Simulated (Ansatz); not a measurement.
We consider cubic perovskite BaSnO3, described by PBE-D4 in Ansatz (plane waves, PAW).

Numerical settings: plane-wave cutoff 500 eV, 8×8×8 k mesh, gaussian smearing 0.02 eV, scalar-relativistic PAW data made under PBE.

Computed at the level's own relaxed cell.

Estimate the volume per atom, lattice constant a and band gap that the calculation returns.


- volume per atom = 14.30 Å³/atom
- lattice constant a = 4.150 Å
- band gap = 0.70 eV (on the SCF k mesh)

Measured, for comparison: band gap 2.95 eV (temperature not stated, not corrected to a static lattice, indirect, from the absorption edge of a single crystal; as tabulated in Kim et al. (2012), arXiv:1207.0764); equilibrium volume per atom 13.95 Å³/atom, lattice constant a 4.116 Å (temperature not stated, not corrected to a static lattice; as tabulated in Lee et al. (2017), arXiv:1707.09778). Computed (rounded) less measured: equilibrium volume per atom +2.5 %, lattice constant a +0.8 %.

Spin–orbit coupling is not included.

The computed numbers hold no vibrational or temperature effects.

Cost on a shared machine: about 19 core-seconds (a rough figure).

Ansatz is a first-principles code.
